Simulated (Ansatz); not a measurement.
All numbers below come from DFT PBE, scalar-relativistic, plane waves, PAW in Ansatz. Settings: cutoff 420 eV, Γ-centred meshes spaced at most about 0.3 Å⁻¹, and about 0.25 Å⁻¹ or finer for metals (2π included), Gaussian smearing. No spin polarisation in the final relaxations.

Temperature and zero-point effects are left out.

Two relaxed structures of Sn4S:

A.

```
Sn S
1.0
     4.34767    0.00000    0.00000
     0.00000    4.34767    0.00000
     0.00000    0.00000    7.60467
Sn S
4 1
Direct
  0.00000 0.50000 0.28943
  0.50000 0.00000 0.28943
  0.00000 0.50000 0.71057
  0.50000 0.00000 0.71057
  0.00000 0.00000 0.00000
```

B.

```
Sn S
1.0
    -3.32486    3.32486    3.32486
     3.32486   -3.32486    3.32486
     3.32486    3.32486   -3.32486
Sn S
4 1
Direct
  0.00000 0.00000 0.50000
  0.50000 0.00000 0.00000
  0.50000 0.50000 0.50000
  0.00000 0.50000 0.00000
  0.00000 0.00000 0.00000
```

Problem. Which form is favoured at zero pressure, and by what margin per atom?

Solution. They are level within the accuracy (2 meV/atom apart, with A the lower in these runs). A has space group P4/mmm (No. 123), 28.7 Å³/atom and no gap on its mesh; B has space group Im-3m (No. 229), 29.4 Å³/atom and no gap. Counting Sn atoms around S (those within 1.25 times the shortest such distance or 1.15 times the sum of covalent radii; the shortest distance is added where it is long for a bond), A has S 8 from 3.1 Å and B has S 8 from 2.9 Å. Even the lower one lies +0.14 eV/atom against the reference forms of the elements (uncorrected), so neither is stable at this level. In A, Sn has 5 Sn at 3.07–3.20 Å and 2 S at 3.09 Å; S has 8 Sn at 3.09 Å. In B, Sn has 2 S at 2.88 Å and 6 Sn at 3.32 Å; S is surrounded by 8 Sn at 2.88 Å. Both come from invented guesses.

For metals, differences of a few meV/atom aren't resolved. Cells relaxed within their symmetry can be saddle points.

Neither form of Sn4S can be called the favoured one, and the near-degeneracy probably reflects a trade-off between two kinds of contact. A has the shorter Sn–Sn distances, 3.07–3.20 Å against 3.32 Å, while B brings sulfur closer to tin, 2.88 Å against 3.09 Å. Even the shorter Sn–S distance is long for a bond between these elements, so the eight neighbours describe a cage around sulfur more than eight full bonds. Divalent tin usually prefers a few short bonds to sulfur on one side, with its lone pair on the other, and a sulfur atom centred in its cage cannot provide them. This suggests why mixing costs energy here although tin and sulfur readily form compounds. With so little sulfur to take up electrons, most of the tin valence electrons stay in the Sn–Sn network, consistent with the absence of a gap. The elements are also a lenient reference: SnS is a stable compound, so decomposition into SnS and tin should be more favourable still.
